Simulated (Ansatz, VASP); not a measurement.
TiB2 in VASP and in Ansatz

File INCAR:

```
PREC = Accurate
ENCUT = 520
EDIFF = 1E-6
ISMEAR = 1
SIGMA = 0.15
LREAL = False
LASPH = True
NELM = 60
ALGO = Normal
ISIF = 2
LWAVE = False
LCHARG = False
GGA = CA
NBANDS = 16
```

KPOINTS

```
regular mesh
0
Gamma
  11 11 9
```

Contents of POSCAR:

```
TiB2
1.0
    3.0292000000      0.0000000000      0.0000000000
   -1.5146000000      2.6233600000      0.0000000000
    0.0000000000      0.0000000000      3.2284000000
Ti B
1 2
Direct
    0.0000000000      0.0000000000      0.0000000000
    0.3333333333      0.6666666667      0.5000000000
    0.6666666667      0.3333333333      0.5000000000
```

Input for Ansatz:

```yaml
crystal:
  lattice:
    - [3.0292, 0.0, 0.0]
    - [-1.5146, 2.62336, 0.0]
    - [0.0, 0.0, 3.2284]
  atoms:
    - { symbol: Ti, position: [0.0, 0.0, 0.0] }
    - { symbol: B, position: [0.3333333333333333, 0.6666666666666666, 0.5] }
    - { symbol: B, position: [0.6666666666666666, 0.3333333333333333, 0.5] }
basis:
  ecutwfc: 517.016338673772
kpoints:
  mp_grid:
    grid: [11, 11, 9]
hamiltonian:
  xc: lda
  pseudopotentials:
    kind: paw
scf:
  occupations:
    method: cold
    width: 0.15
output:
  stress: true
```

Alike in both runs: task single point; functional LDA; k mesh 11 × 11 × 9; no spin polarisation.

|  | VASP | Ansatz |
| --- | --- | --- |
| version | VASP 6.6.1 | Ansatz 0.2.0 |
| potentials or method | VASP PAW LDA potentials, release 64 (Ti_sv, B) | plane waves, PAW |
| plane-wave cutoff (eV) | 520 | 517 |
| occupations | methfessel-paxton of order 1, width 0.15 eV | cold, width 0.15 eV |
| valence electrons in the cell | 18 | 18 |

|  | VASP | Ansatz | Ansatz less VASP |
| --- | --- | --- | --- |
| pressure (GPa) | -10.8 | -11.3 | -0.56 |
| largest component of the traceless stress (GPa) | 1.13 | 1.01 | -0.122 |
